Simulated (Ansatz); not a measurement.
## All-electron card of PbF₂

```yaml
crystal:
  lattice:
    - [3.98179, 0.00000, 0.00000]
    - [-1.99089, 3.44833, 0.00000]
    - [0.00000, 0.00000, 5.07683]
  atoms:
    - { symbol: Pb, position: [0.00000, 0.00000, 0.00000] }
    - { symbol: F, position: [0.33333, 0.66667, 0.19730] }
    - { symbol: F, position: [0.66667, 0.33333, 0.80270] }
```

Atoms are numbered in the order listed.

The structure comes from a relaxation in the same program, started in the CdI2 type, and has space group P-3m1. Whether it is a known phase or the ground state wasn't checked.

No spin–orbit coupling, which matters for the heavy atoms here.

All numbers are computed: DFT, PBE, all-electron LAPW, scalar-relativistic (Ansatz 0.2.0); DFT, PBE, PAW with Ansatz's default frozen-core files, scalar-relativistic (Ansatz 0.2.0); DFT, PBE, all-electron PAW with datasets made for the crystal, scalar-relativistic (Ansatz 0.2.0).

For LAPW: a Γ-centred 14×14×8 k mesh, Fermi–Dirac smearing of 0.05 eV, basis error target 0.5 meV/atom, no spin polarisation. PAW takes a cutoff of 420 eV at this cell. The crystal-made all-electron datasets (AE datasets) take a cutoff of 260 eV at this cell. The Ansatz runs share mesh, smearing and spin set-up. Values come from LAPW unless marked.

Spin–orbit coupling is left out, which moves gradients at and beside heavy atoms by some per cent and at worst by a factor of two.

| Quantity | Value |
| --- | --- |
| Band gap | 3.03 eV, indirect from H (0.333, 0.333, 0.5) to A (0, 0, 0.5) |
| Smallest direct gap on the path | 4.19 eV |
| Löwdin charges (with 0.08 e of the cell spilling out of the atomic basis, so their sizes and signs hang on that basis) | Pb1 1.17, F2 -0.55 e |
| Bader charges (from the PAW run) | Pb1 +1.56, F2 -0.78 e |
| Field gradients Vzz (crystal-made datasets) | Pb1 26.63 (η = 0.00), F2 -2.75 (η = 0.00) in 10²¹ V/m² |
| Volume per atom | 23.24 Å³ |
| Pressure at this cell | 0.2 kbar |
